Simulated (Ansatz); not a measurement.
Start from InN in the wurtzite structure (space group P6_3mc, No. 186; a = 3.5373 Å, c = 5.7140 Å). Axes: x lies along a and z along c of the hexagonal cell.

Calculations: PBEsol (Ansatz, an electronic-structure program, PAW, no spin-orbit coupling), earlier PAW set.

For the base:

The pressure is 0.0 GPa. The shortest interatomic distance is 2.156 Å. The band gap is zero.

One thing is altered: compressive biaxial strain of 1.72 % in the plane normal to [001], as in epitaxy on a mismatched substrate; the out-of-plane cell vector and the atoms relax.

Task: Predict the new pressure, shortest interatomic distance and band gap.

Result: The pressure (mean of the normal stresses, compression positive) goes from zero to 3.0 GPa; the shortest interatomic distance falls by 0.0168 Å, from 2.156 Å to 2.140 Å; the band gap remains zero.

No phonon test of stability was made. The final runs are not spin-polarised. The zero or small gap of InN can change with the level of theory.
